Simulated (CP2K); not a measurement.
## Ag under changes of volume

One of the cells (18.154 Å³/atom); the others are scaled copies at fixed shape and fractional positions:

```
CELL_PARAMETERS angstrom
2.86768 0.00000 0.00000
-0.95589 2.70367 0.00000
-0.95589 -1.35184 2.34145
ATOMIC_POSITIONS crystal
Ag 0.00000 0.00000 0.00000
```

This isn't the form of Ag at room conditions, which is fcc.

```yaml
Program: CP2K 2026.2
Functional: PBE
Potentials_or_basis: POTENTIAL_UZH Ag GTH-PBE-q11; TZVP-MOLOPT-PBE-GTH basis
Density_cutoff: 6123 eV
k_mesh: 11 × 11 × 11
Occupations: fermi-dirac, width 0.05 eV
Spin: no spin polarisation
```

```tsv
volume (Å³/atom)	energy over the lowest point (meV/atom)	pressure (GPa)
17.065	?	?
17.428	4.02	2.8
17.791	0.00	0.7
18.154	0.43	-1.1
18.517	4.73	-2.7
18.880	12.39	-4.1
19.243	22.92	-5.2
```

Question: What does the run at 17.065 Å³/atom give?

Answer: Energy over the lowest point 13.13 meV/atom; pressure 5.2 GPa.

Worked out: A Birch-Murnaghan fit of order 3 (a polynomial in V^(-2/3)) to the other rows has its minimum at 17.93 Å³/atom with B0 = V·E''(V) = 92 GPa and B' = 6.1. It gives 13.19 meV/atom at 17.065 Å³/atom, against the run's 13.13, and -dE/dV = 5.3 GPa, against 5.2.

Energies are extrapolated to zero smearing.

Caveats: the basis of atomic orbitals isn't converged, which shifts pressures, moduli and gaps.
